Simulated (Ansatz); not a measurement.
# VO2 at a changed volume: Electric field gradients

The cell is a COD entry, relaxed with PBE at fixed cell and then changed (volume scaled by 1.04, ions relaxed).

```cif
data_VO2
_symmetry_space_group_name_H-M 'P4_2/mnm'
_symmetry_Int_Tables_number 136
_cell_length_a 4.6145
_cell_length_b 4.6145
_cell_length_c 2.8903
_cell_angle_alpha 90.000
_cell_angle_beta 90.000
_cell_angle_gamma 90.000
loop_
_atom_site_label
_atom_site_type_symbol
_atom_site_symmetry_multiplicity
_atom_site_Wyckoff_symbol
_atom_site_fract_x
_atom_site_fract_y
_atom_site_fract_z
V V 2 a 0.0000 0.0000 0.0000
O O 4 f 0.3018 0.3018 0.0000
```

One atom of each set is listed.

Computed with Ansatz: DFT, PBE, plane waves and PAW, scalar-relativistic, collinear spin, 420 eV cutoff, Γ-centred 10×10×16 k-points, Fermi–Dirac smearing 0.05 eV. Start moments as typed (μB): 1 on each V, none on the rest.

V_zz is the principal component of the electric field gradient with the largest magnitude, η = (V_xx − V_yy)/V_zz and C_Q = eQV_zz/h.

⁵¹V: I = 7/2, Q = -52.00 mb; ¹⁷O: I = 5/2, Q = -25.58 mb. Quadrupole moments are those of Pyykkö's year-2017 table.

| site | atoms | first shell | V_zz (10²¹ V/m²) | η | C_Q (MHz) |
| --- | --- | --- | --- | --- | --- |
| V | 2 | 6 O at 1.94–1.97 Å | 0.99 | 0.77 | -1.24 |
| O | 4 | 3 V at 1.94–1.97 Å | -2.95 | 0.96 | 1.83 |

With no gap above 0.1 eV, as in a metal, the gradients converge slowly in k; expect changes of a tenth or more on a denser mesh. Semilocal functionals can leave a metal where correlation in the d or f shell opens a gap in the real compound, and that would change the values at and beside V. At this changed cell the PBE pressure is -7 GPa. All moments are parallel here, as the start or the cell imposes; many such compounds order antiparallel, where fields and spin densities carried over to other atoms largely cancel. The magnetic order is the one that the run reached from its start moments, not necessarily the measured one. Where η is near 1 the sign of V_zz means little.

The relaxation (3 steps) took 74 s of wall time (70 s of CPU time) and 0.93 GiB at its peak, on 1 thread of Intel Xeon 6975P-C (Granite Rapids) (x86_64; 16 cores open to the job, memory cap 3.0 GiB, no GPU), a shared host with a load of 0.5 a core.
